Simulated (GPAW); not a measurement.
Here is a GPAW 26.7.0 calculation.

run.py

```python
import numpy as np
from ase.dft.bandgap import bandgap
from ase.io import read, write
from ase.units import GPa
from gpaw import GPAW, PW
from gpaw.spinorbit import soc_eigenstates

atoms = read('WS2.cif')

calc = GPAW(mode=PW(600),
            xc='LDA',
            kpts={'size': (7, 7, 2), 'gamma': True},
            occupations={'name': 'fermi-dirac', 'width': 0.05},
            nbands=25,
            convergence={'density': 1e-05, 'energy': 1e-05},
            maxiter=150,
            txt='gpaw.txt')
atoms.calc = calc
energy = atoms.get_potential_energy()
forces = atoms.get_forces()
stress = atoms.get_stress()
calc.write('gs.gpw')
write('result.traj', atoms)
print(f'Energy: {energy:.6f} eV')
print('Forces (eV/A):')
print(forces.round(4))
print('Stress (GPa):', (stress / GPa).round(3))
print('Fermi level:', round(calc.get_fermi_level(), 4), 'eV')
print(f'Gap: {bandgap(calc)[0]:.4f} eV, direct: {bandgap(calc, direct=True)[0]:.4f} eV')

path = atoms.cell.bandpath('GMKGALHA,LM,KH', npoints=60, eps=1e-4)
bs_calc = calc.fixed_density(kpts=path, symmetry='off', nbands=48,
                             convergence={'bands': 'CBM+6.0', 'eigenstates': 1e-6}, txt='bands.txt')
bs = bs_calc.band_structure()
bs.write('bs.json')
print(f'Gap on the path: {bandgap(bs_calc)[0]:.4f} eV')

soc = soc_eigenstates(bs_calc, theta=0, phi=0)
np.savetxt('soc_bands.dat', soc.eigenvalues(), fmt='%.4f')
mesh = soc_eigenstates('gs.gpw', theta=0, phi=0)
np.savetxt('soc_mesh.dat', mesh.eigenvalues(), fmt='%.4f')
print('Fermi level with spin-orbit coupling:', round(mesh.fermi_level, 4), 'eV')
```

File WS2.cif:

```cif
data_WS2
_cell_length_a 3.18351636
_cell_length_b 3.18351636
_cell_length_c 16.95057789
_cell_angle_alpha 90.00000000
_cell_angle_beta 90.00000000
_cell_angle_gamma 120.00000000
_space_group_name_H-M_alt 'P1'
_space_group_name_Hall 'P 1'
_space_group_IT_number 1
loop_
_space_group_symop_operation_xyz
'x,y,z'
loop_
_atom_site_label
_atom_site_type_symbol
_atom_site_symmetry_multiplicity
_atom_site_Wyckoff_symbol
_atom_site_fract_x
_atom_site_fract_y
_atom_site_fract_z
_atom_site_occupancy
W1 W 1 a 0.0000000000 0.0000000000 0.0000000000 1
S1 S 1 a 0.3333333333 0.6666666667 0.0920005100 1
S2 S 1 a 0.3333333333 0.6666666667 0.9079994900 1
```

Potentials or basis: the program's PAW data sets (release 1.2.1) made for this functional, pw.

The run is started by

```sh
$ OMP_NUM_THREADS=1 python run.py
```

Predict the band gap along the path.

1.49 eV, direct.

Predict the largest force.

0.454 eV/Å.

Stress tensor (GPa, compression positive):
```
-2.60  0.00  0.00
 0.00 -2.60  0.00
 0.00  0.00 -1.56
```

Caveat: spin-orbit coupling was added after a scalar SCF, so levels and gaps hold it while energy, forces, pressure and moments don't; this program's spin-orbit splittings come out too wide for heavy elements.
